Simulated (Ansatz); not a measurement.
Results of r²SCAN50 (PAW; Ansatz, an electronic-structure program) for rock-salt LiI.

Run with plane-wave cutoff 520 eV, 8×8×8 k mesh, Fermi–Dirac smearing 0.01 eV, scalar-relativistic PAW data made under PBE.

Response to compression and expansion:

| V (Å³/atom) | P (GPa) | direct gap at Γ (eV) |
|---|---|---|
| 25.191 | 1.29 | 8.230 |
| 25.831 | 0.62 | 8.096 |
| 26.517 | 0.01 | 7.962 |
| 27.180 | -0.51 | 7.841 |
| 27.842 | -0.96 | 7.729 |

The fundamental gap (7.85 eV at the equilibrium volume, with added k points) lies elsewhere than Γ–Γ.

Spin–orbit coupling is not included; with these elements it can move the gap by several tenths of an eV or more.
